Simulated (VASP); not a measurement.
Input of a VASP 6.6.1 run:

The input INCAR:

```
SYSTEM = ZnF2
PREC = Accurate
ENCUT = 600
EDIFF = 1E-7
ISMEAR = 0
SIGMA = 0.02
LREAL = .False.
LASPH = .True.
NELM = 80
ALGO = Normal
ISIF = 3
LWAVE = .False.
LCHARG = .False.
GGA = PS
IBRION = 2
NSW = 90
EDIFFG = -0.005
```

KPOINTS

```
regular mesh
0
Gamma
  6 6 8
  0 0 0
```

POSCAR

```
ZnF2
1.0
    4.7038000000      0.0000000000      0.0000000000
    0.0000000000      4.7038000000      0.0000000000
    0.0000000000      0.0000000000      3.1336000000
Zn F
2 4
Direct
    0.0000000000      0.0000000000      0.0000000000
    0.5000000000      0.5000000000      0.5000000000
    0.3035000000      0.3035000000      0.0000000000
    0.1965000000      0.8035000000      0.5000000000
    0.6965000000      0.6965000000      0.0000000000
    0.8035000000      0.1965000000      0.5000000000
```

Potentials or basis: VASP PAW PBE potentials, release 64 (Zn, F).

Command:

```bash
$ cat potpaw_PBE.64/Zn/POTCAR potpaw_PBE.64/F/POTCAR > POTCAR
$ mpirun -np 1 vasp_std > vasp.out
```

Predict the relaxed volume.

11.65 Å³/atom.

Predict the band gap on the k mesh.

3.35 eV, direct.

Predict the relaxed cell.

a = 4.718 Å, b = 4.718 Å, c = 3.139 Å, α = 90.00°, β = 90.00°, γ = 90.00°.

What does it give for the space group after relaxing (to 0.05 Å)?

P4_2/mnm (No. 136).

Final structure:
```yaml
crystal:
  lattice:
    - [4.71826, 0.00000, 0.00000]
    - [0.00000, 4.71826, 0.00000]
    - [0.00000, 0.00000, 3.13872]
  atoms:
    - { symbol: Zn, position: [0.00000, 0.00000, 0.00000] }
    - { symbol: Zn, position: [0.50000, 0.50000, 0.50000] }
    - { symbol: F, position: [0.30373, 0.30373, 0.00000] }
    - { symbol: F, position: [0.19627, 0.80373, 0.50000] }
    - { symbol: F, position: [0.69627, 0.69627, 0.00000] }
    - { symbol: F, position: [0.80373, 0.19627, 0.50000] }
```

Caveat: the PAW data sets were made with another functional, which shifts forces and pressure a little. Zero-point motion and thermal expansion aren't in these numbers.
